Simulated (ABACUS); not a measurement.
Au:

```xyz
1
Lattice="0.0000 2.0350 2.0350 2.0350 0.0000 2.0350 2.0350 2.0350 0.0000" Properties=species:S:1:pos:R:3 pbc="T T T"
Au    0.0000    0.0000    0.0000
```

```yaml
Program: ABACUS 3.10.1
Task: relaxation of cell and atoms
Functional: PBE
Potentials_or_basis: PseudoDojo NC SR 0.5 PBE standard
Cutoff: 1034 eV
Density_cutoff: 4136 eV
Basis: plane waves
k_mesh: 9 × 9 × 9
Occupations: fermi-dirac, width 0.05 eV
Spin: no spin polarisation
```

At the start: pressure 10.4 GPa; volume 16.85 Å³/atom.

Task: How do energy, volume and symmetry change on relaxing?

Result: Over 7 steps the energy falls by 31.6 meV/atom and the volume is 17.92 Å³/atom (+6.3 %); space group Fm-3m (No. 225, to 0.05 Å).

Step by step:
```
step  energy change (eV)  largest force (eV/Å)  pressure (GPa)  volume (Å³)
   1              0.0000                0.0000           10.37        16.85
   2             -0.0252                0.0000            4.36        17.42
   3             -0.0288                0.0000           -2.52        18.25
   4             -0.0294                0.0000           -2.25        18.21
   5             -0.0303                0.0000           -1.71        18.14
   6             -0.0312                0.0000           -0.98        18.04
   7             -0.0316                0.0000           -0.09        17.92
```

Final structure:
```
Au
1.0
     0.00000    2.07718    2.07718
     2.07718    0.00000    2.07718
     2.07718    2.07718    0.00000
Au
1
Direct
  0.00000 0.00000 0.00000
```
